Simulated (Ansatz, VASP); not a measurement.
# Cross-check of InSb between VASP and Ansatz

Aim: how closely do two programs agree when they are given the same cell, functional and k mesh? The cell is taken from a series of VASP runs on this material, whose earlier steps may have relaxed, scaled or displaced it; both programs get it as it stands.

Method: plane waves, with VASP 6.6.1 beside it; band structure at r2SCAN, band structure at LDA, spin-orbit coupling and band structure at r2SCAN, spin-orbit coupling, in Ansatz 0.2.0.

### 1. The structure

The structure is cubic, space group F-43m (No. 216). The conventional cell has a = 6.478 Å, b = 6.478 Å, c = 6.478 Å, α = 90.00°, β = 90.00°, γ = 90.00°. Sb has 4 In at 2.81 Å nearest. Nearest to In lie 4 Sb at 2.81 Å. Farther neighbours are not listed.

Structure file:

```cif
data_structure
_symmetry_space_group_name_H-M 'F-43m'
_symmetry_Int_Tables_number 216
_cell_length_a 6.4782
_cell_length_b 6.4782
_cell_length_c 6.4782
_cell_angle_alpha 90.000
_cell_angle_beta 90.000
_cell_angle_gamma 90.000
_cell_volume 271.87
loop_
_atom_site_label
_atom_site_type_symbol
_atom_site_symmetry_multiplicity
_atom_site_Wyckoff_symbol
_atom_site_fract_x
_atom_site_fract_y
_atom_site_fract_z
_atom_site_occupancy
Sb1 Sb 4 c 0.25000 0.25000 0.25000 1
In1 In 4 a 0.00000 0.00000 0.00000 1
```

### 2. VASP: band structure, r2SCAN

The same path points are solved in both programs, so levels can be compared one by one.

Lines of VASP's logs that name or quote its potential files are left out, and so is its time.

File INCAR:

```
SYSTEM = InSb
PREC = Accurate
ENCUT = 350
EDIFF = 1E-06
NELM = 100
ISMEAR = 0
SIGMA = 0.03
LREAL = .FALSE.
ALGO = Normal
METAGGA = R2SCAN
LASPH = .TRUE.
NBANDS = 21
LORBIT = 11
LWAVE = .FALSE.
LCHARG = .FALSE.
KPAR = 4
```

File POSCAR:

```
InSb
1.0
    0.0000000000      3.2391000000      3.2391000000
    3.2391000000      0.0000000000      3.2391000000
    3.2391000000      3.2391000000      0.0000000000
Sb In
1 1
Direct
    0.7500000000      0.7500000000      0.7500000000
    0.0000000000      0.0000000000      0.0000000000
```

File KPOINTS:

```
Automatic mesh
0
Gamma
6 6 6
0 0 0
```

File KPOINTS_OPT:

```
Line mode
10
Line-mode
Reciprocal
  0.00000000   0.00000000   0.00000000 GAMMA
  0.50000000   0.00000000   0.50000000 X

  0.50000000   0.00000000   0.50000000 X
  0.50000000   0.25000000   0.75000000 W

  0.50000000   0.25000000   0.75000000 W
  0.37500000   0.37500000   0.75000000 K

  0.37500000   0.37500000   0.75000000 K
  0.00000000   0.00000000   0.00000000 GAMMA

  0.00000000   0.00000000   0.00000000 GAMMA
  0.50000000   0.50000000   0.50000000 L

  0.50000000   0.50000000   0.50000000 L
  0.62500000   0.25000000   0.62500000 U

  0.62500000   0.25000000   0.62500000 U
  0.50000000   0.25000000   0.75000000 W

  0.50000000   0.25000000   0.75000000 W
  0.50000000   0.50000000   0.50000000 L

  0.50000000   0.50000000   0.50000000 L
  0.37500000   0.37500000   0.75000000 K

  0.62500000   0.25000000   0.62500000 U
  0.50000000   0.00000000   0.50000000 X
```

Potentials, in the order of the species: Sb and In_d (PBE family, release 64).

On the command line:

```console
> mpirun -np 4 vasp_std
```

Numbers of over 12 decimals in the logs are rounded to 6 here.

The log of the run:

```text
[banner, memory and clock lines left out]
running    4 mpi-ranks, on    1 nodes
 distrk:  each k-point on    1 cores,    4 groups
 distr:  one band on    1 cores,    1 groups

 POSCAR found type information on POSCAR SbIn
 POSCAR found :  2 types and       2 ions
|                                                                             |
|               ----> ADVICE to this user running VASP <----                  |
|                                                                             |
|     You enforced a specific xc type in the INCAR file but a different       |
|     [... a line on the potential file left out ...]
|     I HOPE YOU KNOW WHAT YOU ARE DOING!                                     |
|                                                                             |

 LDA part: xc-table for (None), standard interpolation
 POSCAR, INCAR and KPOINTS ok, starting setup
 FFT: planning ... GRIDC
 FFT: planning ... GRID_SOFT
 FFT: planning ... GRID
 WAVECAR not read
 entering main loop
       N       E                     dE             d eps       ncg     rms          rms(c)
DAV:   1     0.697741727020E+02    0.69774E+02   -0.63234E+03   672   0.661E+02
DAV:   2    -0.433884593995E+02   -0.11316E+03   -0.10812E+03   715   0.209E+02
DAV:   3    -0.515681436034E+02   -0.81797E+01   -0.81343E+01   829   0.605E+01
DAV:   4    -0.518045122112E+02   -0.23637E+00   -0.23620E+00   825   0.111E+01
DAV:   5    -0.518163863493E+02   -0.11874E-01   -0.11873E-01   958   0.206E+00    0.551E+00
DAV:   6    -0.487342627982E+02    0.30821E+01   -0.11442E+00   848   0.156E+01    0.285E+00
DAV:   7    -0.487251928187E+02    0.90700E-02   -0.62481E-02   762   0.186E+00    0.166E+00
DAV:   8    -0.487317274828E+02   -0.65347E-02   -0.23334E-02   767   0.911E-01    0.523E-01
DAV:   9    -0.487316943728E+02    0.33110E-04   -0.21174E-03   812   0.439E-01    0.144E-01
DAV:  10    -0.487316681204E+02    0.26252E-04   -0.41204E-04   787   0.145E-01    0.462E-02
DAV:  11    -0.487316733477E+02   -0.52273E-05   -0.87190E-05   958   0.991E-02    0.473E-02
DAV:  12    -0.487316686063E+02    0.47414E-05   -0.63641E-06   837   0.207E-02    0.132E-02
DAV:  13    -0.487316672733E+02    0.13330E-05   -0.76031E-06   841   0.315E-02    0.175E-02
DAV:  14    -0.487316669446E+02    0.32864E-06   -0.37218E-07   476   0.505E-03
   1 F= -.48731667E+02 E0= -.48731667E+02  d E =-.363277E-10
 Start KPOINTS_OPT (optional k-point list driver)
k-point batch [1-16\100]
       N       E                     dE             ncg
DAV:   1     0.429370138645E+03   -0.47290E+04      682
DAV:   2    -0.140582644566E+04   -0.18352E+04      702
DAV:   3    -0.155136859353E+04   -0.14554E+03      815
DAV:   4    -0.155555844850E+04   -0.41899E+01      847
DAV:   5    -0.155580048942E+04   -0.24204E+00     1008
DAV:   6    -0.155580381383E+04   -0.33244E-02      830
DAV:   7    -0.155580398429E+04   -0.17046E-03     1082
DAV:   8    -0.155580398608E+04   -0.17951E-05      690
DAV:   9    -0.155580398619E+04   -0.11319E-06      546
[...]
k-point batch [97-100\100]
       N       E                     dE             ncg
DAV:   1     0.553130754386E+04   -0.18937E+04      168
DAV:   2     0.509706879706E+04   -0.43424E+03      168
DAV:   3     0.506616356678E+04   -0.30905E+02      235
DAV:   4     0.506535127168E+04   -0.81230E+00      224
DAV:   5     0.506532254517E+04   -0.28727E-01      243
DAV:   6     0.506532163769E+04   -0.90748E-03      232
DAV:   7     0.506532161119E+04   -0.26504E-04      238
DAV:   8     0.506532161035E+04   -0.83803E-06      192
```

From OUTCAR (step 2):

```text
ion  position               nearest neighbor table
   1  0.750  0.750  0.750-   2 2.81   2 2.81   2 2.81   2 2.81
   2  0.000  0.000  0.000-   1 2.81   1 2.81   1 2.81   1 2.81

  LATTYP: Found a face centered cubic cell.
 ALAT       =     6.4782000000

 Subroutine GETGRP returns: Found 24 space group operations
 (whereof 24 operations were pure point group operations)

The static configuration has the point symmetry T_d .

 Found     16 irreducible k-points:

   k-points           NKPTS =     16   k-points in BZ     NKDIM =     16   number of bands    NBANDS=     21

   dimension x,y,z NGX =    28 NGY =   28 NGZ =   28
   dimension x,y,z NGXF=    56 NGYF=   56 NGZF=   56

   ENCUT  =  350.0 eV  25.72 Ry    5.07 a.u.   6.99  6.99  6.99*2*pi/ulx,y,z

   NELECT =      18.0000    total number of electrons

 k-points in reciprocal lattice and weights: Automatic mesh
   0.00000000  0.00000000  0.00000000       0.005
   0.16666667  0.00000000  0.00000000       0.037
   0.33333333  0.00000000  0.00000000       0.037
   0.50000000  0.00000000  0.00000000       0.019
   0.16666667  0.16666667  0.00000000       0.028
   0.33333333  0.16666667  0.00000000       0.111
   0.50000000  0.16666667  0.00000000       0.111
  -0.33333333  0.16666667  0.00000000       0.111
  -0.16666667  0.16666667  0.00000000       0.056
[...]
-0.33333333  0.33333333  0.16666667       0.111
  -0.33333333  0.50000000  0.16666667       0.056

 average (electrostatic) potential at core
       1 -92.3025       2-101.8516

 E-fermi :   5.0557

 k-point     1 :       0.0000    0.0000    0.0000
  band No.  band energies     occupation
    ...
      5     -10.0660      2.00000
      6      -6.1913      2.00000
      7       4.9332      2.00000
      8       4.9332      2.00000
      9       4.9332      2.00000
     10       5.1721      0.00000
     11       8.1447      0.00000
     12       8.1448      0.00000
     13       8.1448      0.00000
     14      11.1246      0.00000
    ...

 k-point     2 :       0.1667    0.0000    0.0000
  band No.  band energies     occupation
    ...
      5     -10.0665      2.00000
      6      -5.9275      2.00000
      7       2.5087      2.00000
      8       4.5856      2.00000
      9       4.5856      2.00000
     10       6.2248      0.00000
     11       8.6183      0.00000
     12       8.6183      0.00000
     13       8.9930      0.00000
     14      12.2466      0.00000
    ...

 k-point     3 :       0.3333    0.0000    0.0000
  band No.  band energies     occupation
    ...
      5     -10.0659      2.00000
      6      -5.2433      2.00000
      7       0.2180      2.00000
      8       4.0825      2.00000
      9       4.0825      2.00000
     10       5.9314      0.00000
     11       9.0356      0.00000
     12       9.0356      0.00000
     13      11.1628      0.00000
     14      12.1405      0.00000
    ...

  Total        0.6447981      0.6447981      0.6447981     -0.0000000     -0.0000000      0.0000000
  in kB       15.1995688     15.1995688     15.1995688     -0.0000000     -0.0000000      0.0000000
  external PRESSURE =      15.1995688 kB  Pullay stress =       0.0000000 kB

  energy-cutoff  :      350.00
  volume of cell :       67.97
      direct lattice vectors                 reciprocal lattice vectors
     0.000000000  3.239100000  3.239100000    -0.154363867  0.154363867  0.154363867
     3.239100000  0.000000000  3.239100000     0.154363867 -0.154363867  0.154363867
     3.239100000  3.239100000  0.000000000     0.154363867  0.154363867 -0.154363867

 POSITION                                       TOTAL-FORCE (eV/Angst)
 -----------------------------------------------------------------------------------
      4.85865      4.85865      4.85865         0.000000      0.000000      0.000000
      0.00000      0.00000      0.00000        -0.000000     -0.000000     -0.000000
 -----------------------------------------------------------------------------------
    total drift:                               -0.000014     -0.000014     -0.000014

  FREE ENERGIE OF THE ION-ELECTRON SYSTEM (eV)
  ---------------------------------------------------
  free  energy   TOTEN  =       -48.7316669446 eV

  energy  without entropy=      -48.7316669446  energy(sigma->0) =      -48.73166694

 total charge
# of ion       s       p       d       tot
------------------------------------------
    1        1.106   1.368   0.021   2.495
    2        0.855   0.756   9.864  11.476
--------------------------------------------------
tot          1.962   2.125   9.885  13.971

[... 3 further parts left out ...]
```

The run ends at a pressure of 1.52 GPa.

### 3. Ansatz: band structure, r2SCAN

Ansatz runs on its default PAW (the set named soft_2) files.

The same cell, functional, mesh and smearing now go to Ansatz, which takes its cutoff from its data sets.

File input.yaml:

```yaml
crystal:
  lattice:
    - [0.0, 3.2391, 3.2391]
    - [3.2391, 0.0, 3.2391]
    - [3.2391, 3.2391, 0.0]
  atoms:
    - { symbol: Sb, position: [0.75, 0.75, 0.75] }
    - { symbol: In, position: [0.0, 0.0, 0.0] }
hamiltonian:
  xc: r2scan
  pseudopotentials: { kind: paw }
kpoints:
  mp_grid: { grid: [6, 6, 6] }
  band_path:
    path:
      - [0.0, 0.0, 0.0]
      - [0.16667, 0.0, 0.16667]
      - [0.33333, 0.0, 0.33333]
      - [0.5, 0.0, 0.5]
      - [0.5, 0.08333, 0.58333]
      - [0.5, 0.19444, 0.69444]
      - [0.5, 0.25, 0.75]
      - [0.45833, 0.29167, 0.75]
      - [0.40278, 0.34722, 0.75]
      - [0.375, 0.375, 0.75]
      - [0.20833, 0.20833, 0.41667]
      - [0.08333, 0.08333, 0.16667]
      - [0.0, 0.0, 0.0]
      - [0.22222, 0.22222, 0.22222]
      - [0.38889, 0.38889, 0.38889]
      - [0.51389, 0.47222, 0.51389]
      - [0.55556, 0.38889, 0.55556]
      - [0.61111, 0.27778, 0.61111]
      - [0.61111, 0.25, 0.63889]
      - [0.56944, 0.25, 0.68056]
      - [0.51389, 0.25, 0.73611]
      - [0.5, 0.27778, 0.72222]
      - [0.5, 0.38889, 0.61111]
      - [0.5, 0.47222, 0.52778]
      - [0.48611, 0.48611, 0.52778]
      - [0.43056, 0.43056, 0.63889]
      - [0.38889, 0.38889, 0.72222]
      - [0.59722, 0.19444, 0.59722]
      - [0.55556, 0.11111, 0.55556]
      - [0.5, 0.0, 0.5]
    npoints: 1
scf:
  occupations: { method: gaussian, width: 0.03 }
  n_extra_bands: 7
output:
  forces: true
  stress: true
  eigenvalues: true
```

On the command line:

```console
> ansatz run input.yaml --threads 2 --pin off --max-ram 4608MiB --backend cpu --events-out ev --progress --plain --runs-dir out
```

The log of the run:

```text
scf.n_extra_bands = 7 over 14 filled bands (N_el = 28.0): the run solves 21 bands
Engine: ansatz 0.2.0, x86_64-unknown-linux-gnu
Pseudopotentials: kind: paw
Pseudopotential: Sb, paw, valence charge 15, recommended cutoff 500 eV (meta_gga), Sb.paw.azcp
Pseudopotential: In, paw, valence charge 13, recommended cutoff 500 eV (meta_gga), In.paw.azcp
Functional definition: r2SCAN
  parameter k0 = 0.174
  parameter k1 = 0.065
  parameter a1 = 4.9479
  exchange = r2scan_x(k0 = k0, k1 = k1, a1 = a1)
  correlation = r2scan_c
Crystal: 2 atoms, lattice volume = 67.968 Å³
Basis set: ecut = 500 eV, 1759 PW (Γ), exchange–correlation on 144×144×144 points (64 copies of the dense FFT grid, shifted against one another)
Bands: 21, of which v1, the nominal top of the filled ones, is band 14 counted from 1 (13 counted from 0)
Symmetry: 24 space group operations
Space group: F-43m (ITA 216), of the structure as read, at distance tolerance 4.1e-5 Å
k-points: 16 of 216 (time reversal used)
Non-local potential: Sb, projectors of the file, l = 0: 2, l = 1: 2, l = 2: 2, l = 3: 2
Non-local potential: In, projectors of the file, l = 0: 2, l = 1: 2, l = 2: 2, l = 3: 2
PAW form: soft (Blöchl's): semilocal exchange-correlation on the pseudo side does not see the compensation charge
PAW frozen core: Sb, regenerated for the run's functional (the file was generated under x = pbe(κ = 0.804, μ = 0.219515), c = pbe(β = 0.066725))
PAW frozen core: In, regenerated for the run's functional (the file was generated under x = pbe(κ = 0.804, μ = 0.219515), c = pbe(β = 0.066725))
PAW one-centre angular grid: Sb, 590 points (default); XC on 160 Gauss nodes
PAW one-centre angular grid: In, 590 points (default); XC on 289 of its mesh's 2783 points in the sphere
Initial density: superposition of atomic densities (neutral atoms: chi_scale 0, normalization atom), corrected by the library's trained network
Initial wavefunctions: pseudopotential atomic-orbital guess
Functional: x = r2scan, c = r2scan; τ floored in thin density (d = 2e-4 eV/Å³)
SCF iter   1: F=—  HF=-12111.401019 eV  |F-HF|=—  |Δ(HF+E_count)|=         —  Δρ=6.21e-3  dr2=1.49e-2  dr2_τ=7.17e-3  ethr=1.77e-3  ⟨swp⟩=6.6  Hψ=1931  notcnv=0
preconditioner: auto → none  [insulator: Δε(μ)=0.178 eV  Ē_g=16.903 eV  σ=0.030 eV  W_gap=1.00  n_scr=14 (ndim 8)  ℏωp=19.1 eV  f_vac=0.112  D(μ)=0.00/eV (n_scr^D=0)  ε∞_Penn≈2.3]
SCF iter   2: F=—  HF=-12111.408839 eV  |F-HF|=—  |Δ(HF+E_count)|=   7.82e-3  Δρ=1.89e-3  dr2=1.54e-3  dr2_τ=6.61e-5  ethr=5.32e-5  ⟨swp⟩=3.0  Hψ=714  notcnv=0  defer=39
SCF iter   3: F=—  HF=-12111.409235 eV  |F-HF|=—  |Δ(HF+E_count)|=   3.96e-4  Δρ=8.96e-4  dr2=2.65e-4  dr2_τ=7.37e-6  ethr=5.51e-6  ⟨swp⟩=2.8  Hψ=449  notcnv=0  defer=39
SCF iter   4: F=—  HF=-12111.409305 eV  |F-HF|=—  |Δ(HF+E_count)|=   7.00e-5  Δρ=1.13e-4  dr2=5.47e-6  dr2_τ=1.41e-7  ethr=9.47e-7  ⟨swp⟩=2.7  Hψ=488  notcnv=0  defer=39
SCF iter   5: F=—  HF=-12111.409303 eV  |F-HF|=—  |Δ(HF+E_count)|=   1.61e-6  Δρ=2.05e-5  dr2=2.11e-7  dr2_τ=7.11e-9  ethr=1.95e-8  ⟨swp⟩=2.0  Hψ=521  notcnv=0  defer=39
SCF iter   6: F=-12111.409303 eV  HF=-12111.409303 eV  |F-HF|=8.51e-9  |Δ(HF+E_count)|=   7.13e-8  Δρ=4.62e-6  dr2=8.54e-9  dr2_τ=3.78e-10  ethr=3.57e-10  ⟨swp⟩=10.2  Hψ=1942  notcnv=0
SCF 1 converged in 6 iterations: F = -12111.409303 eV  dr2 = 8.54e-9
  greatest PAW one-centre occupation: 0.993 electrons in one spin orbital (limit 2), on the Sb atom at site 0 (counted from 0), in its partial waves of l = 2
NSCF: frozen V_eff on 30 k-points
SCF converged after 6 iterations
Free energy (F): -12111.409303 eV
Harris-Foulkes:  -12111.409303 eV  (|F-HF|=8.51e-9)
Internal energy: -12111.409303 eV  (E = F + TS)
E sigma→0 (E₀):  -12111.409303 eV
Fermi energy:    7.327434 eV
--- Per-component energies (eV) ---
  E_band       = -278.912919
  E_kinetic    = 449.984979
  E_local      = -3203.343823  (includes V_loc(G=0)·N_el)
  E_nonlocal   = 731.618655
  E_hartree    = 1380.173483
  E_xc         = -328.028682
  E_vxc        = -209.178650  (∫ρ·V_xc dr)
  E_paw        = -8788.032921  (= ΣΔE_a)
  E_vpaw       = -822.698463  (= ΣTr[D̂ρ^β])
  E_aug_tail   = 0.000007  (compensation charges beyond the density's cutoff)
  E_vtau       = 14.355420  (kinetic-family band-sum trace: ∫τ·v_τ [+ j·A + Jᵃ·Aᵃ] dr)
  E_ewald      = -2355.252583
  E_core_change = 1.471583  (= ΣΔE_core)
  E_smearing   = -0.000000  (= −TS)
  E_closure    = -0.000000  (closes the sum)
  Σ components = -12111.409303   (vs F -12111.409303, Δ=0.00e0)
--- Forces (eV/Å), atoms counted from 1 ---
  atom   1  Sb     0.00000000     0.00000000     0.00000000
  atom   2  In    -0.00000000     0.00000000     0.00000000
  max |Σ_I F_I| component: 3.70e-17 eV/Å
--- Stress (GPa, compression-positive) ---
        1.676831       0.000000      -0.000000
        0.000000       1.676831       0.000000
       -0.000000       0.000000       1.676831
  P = ⅓ Tr σ = 1.6768 GPa (16.768 kbar)
--- Band table (eV; the first three rows and the last of 16) ---
  k-point 0: bands = [... 10 lower, -3.9122, 7.2050, 7.2050, 7.2050, 7.4459, 10.4313, 10.4313, 10.4313, ... 3 higher]
  k-point 1: bands = [... 10 lower, -3.6488, 4.7868, 6.8594, 6.8594, 8.5015, 10.9047, 10.9047, 11.2746, ... 3 higher]
  k-point 2: bands = [... 10 lower, -2.9661, 2.5019, 6.3584, 6.3584, 8.2110, 11.3236, 11.3236, 13.4429, ... 3 higher]
  k-point 15: bands = [... 10 lower, -1.7874, 1.2352, 4.3774, 4.4856, 10.1703, 10.2201, 13.3439, 13.5666, ... 3 higher]
```

Wall time 5 s (2 threads of AMD EPYC 7R43, shared host); peak memory 0.59 GiB.

The column dr2 measures how far the density is from self-consistency, as an energy; F and HF (Harris–Foulkes) agree once it is small.

### 4. Side by side

Known differences besides the potentials themselves: VASP keeps PBE cores, Ansatz makes them for the functional; the data sets hold 28 valence electrons in Ansatz (default PAW (the set named soft_2) files) and 18 in VASP; the cutoff is 500 eV in Ansatz and 350 eV in VASP. Total energies have different zeros and are not compared.

Both answers:

```tsv
quantity	Ansatz	VASP	difference
pressure (GPa)	1.68	1.52	+0.16
gap over the path points (eV)	0.241	0.239	+0.002
```

Levels at points of the path, from each program's valence-band top (eV; 4 filled, then empty):

```tsv
k (reciprocal lattice)	Ansatz	VASP
0.000 0.000 0.000	-11.12 0.00 0.00 0.00 0.24 3.23 3.23	-11.12 0.00 0.00 0.00 0.24 3.21 3.21
0.167 0.000 0.167	-10.76 -2.46 -0.89 -0.89 2.09 2.73 4.57	-10.77 -2.46 -0.89 -0.89 2.09 2.72 4.55
0.333 0.000 0.333	-9.82 -4.79 -1.96 -1.96 1.52 2.42 6.93	-9.82 -4.80 -1.96 -1.96 1.51 2.41 6.90
0.500 0.000 0.500	-9.02 -6.06 -2.35 -2.35 1.56 1.58 8.77	-9.02 -6.08 -2.36 -2.36 1.55 1.56 8.74
0.500 0.083 0.583	-9.01 -6.03 -2.53 -2.49 1.97 1.98 7.83	-9.01 -6.05 -2.53 -2.50 1.96 1.97 7.81
0.500 0.194 0.694	-8.99 -5.95 -2.90 -2.77 3.35 3.45 5.57	-8.98 -5.97 -2.91 -2.79 3.34 3.44 5.56
0.500 0.250 0.750	-8.98 -5.94 -2.96 -2.82 3.84 4.26 4.67	-8.98 -5.96 -2.97 -2.83 3.83 4.25 4.65
0.458 0.292 0.750	-9.01 -5.93 -3.08 -2.58 3.13 4.10 5.31	-9.01 -5.95 -3.09 -2.59 3.12 4.09 5.29
0.403 0.347 0.750	-9.05 -5.92 -3.21 -2.09 2.04 4.03 6.47	-9.05 -5.93 -3.22 -2.10 2.03 4.02 6.45
0.375 0.375 0.750	-9.06 -5.91 -3.23 -1.99 1.86 4.02 6.77	-9.06 -5.93 -3.24 -2.00 1.85 4.01 6.75
```

Among the levels compared at these points, filled levels agree within 21 meV and empty ones within 29 meV.

(Part 1 of 2 ends here.)

[Lines on the potential files, build, host, timing and source positions are cut from VASP's logs without a mark.]

[Logs are printed without paths, hosts, clocks, repeated set-up lines and the standing remarks that a program may print on its own settings, such as how far it seeks lower states.]

[Hosts, paths, dates, database ids (printed as entryN), source tags and the programs' standing remarks are cut or masked in the printed files.]
